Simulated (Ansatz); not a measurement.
# NbP (I4_1md), ideal shear of a crystal plane

Level of theory: DFT PBEsol, scalar-relativistic, plane waves, PAW in Ansatz. Settings: plane waves to 420 eV, k-mesh 14×14×4 (Γ-centred), Gaussian smearing 0.15 eV. No spin polarisation. Energies are free energies at this smearing, counted from the undisturbed cell; pressure is positive in compression.

The undisturbed cell (relaxed at this level; it needn't be the usual structure):

```
CELL_PARAMETERS angstrom
-3.32025 0.00000 0.00000
0.00000 -3.32025 0.00000
0.00000 0.00000 11.29039
ATOMIC_POSITIONS crystal
Nb 0.00000 0.00000 0.33389
Nb 0.50000 0.50000 0.83389
Nb 0.50000 0.00000 0.08389
Nb 0.00000 0.50000 0.58389
P 0.00000 0.00000 0.91614
P 0.50000 0.50000 0.41614
P 0.00000 0.50000 0.16614
P 0.50000 0.00000 0.66614
```

The cut lies on the cell's a–b face, a (0 0 1) plane (indices in the standard cell, whose axes needn't be the Cartesian ones shown) of area 11.02 Å², between layers 1.89 Å apart. Vector c is tilted by f times 1·a + 0·b (length 3.320 Å) with the atoms' Cartesian places fixed: one unrelaxed fault a cell. The traction is dγ/du, the slope of γ against the slip u in Å. Some rows repeat others by symmetry and weren't run.

| f | γ (mJ/m²) | traction (GPa) |
| --- | --- | --- |
| 0.0000 | 0 | 0.0 |
| 0.1000 | 531 | 31.8 |
| 0.2000 | 2042 | 56.7 |
| 0.3000 | 4035 | 59.2 |
| 0.4000 | 5750 | 40.5 |
| 0.5000 | 6471 | 0.0 |
| 0.6000 | 5750 | -40.5 |
| 0.7000 | 4035 | -59.2 |
| 0.8000 | 2042 | -56.7 |
| 0.9000 | 531 | -31.8 |

Problem. Read off the first barrier and the stress needed to climb it, and compare with Frenkel's sinusoid.

Solution. The first sampled maximum lies at f = 0.500, a slip of 1.66 Å, with γ ≈ 6471 mJ/m², which stands in for the unstable fault energy γ_us, and the steepest sampled slope before it is 59.2 GPa. A sinusoid γ = γ_us sin²(πu/λ) with its maximum there has λ = 3.32 Å and a largest slope πγ_us/λ = 61.2 GPa (1 mJ/m² per Å = 0.01 GPa).

Problem. Is there a metastable fault on this line?

Solution. Apart from points where γ returns to about zero, no local minimum shows among the samples, so at this sampling the line offers no fault for a dislocation to split on; a fault can still lie off the line.

The cut is rigid; relaxing the faces lowers these energies and usually the stresses.

In a metal these slopes depend on the k mesh and the smearing.

Cost: 6 runs of about 6 core-minutes in all, on Intel Xeon Platinum 8488C (Sapphire Rapids) (shared hosts).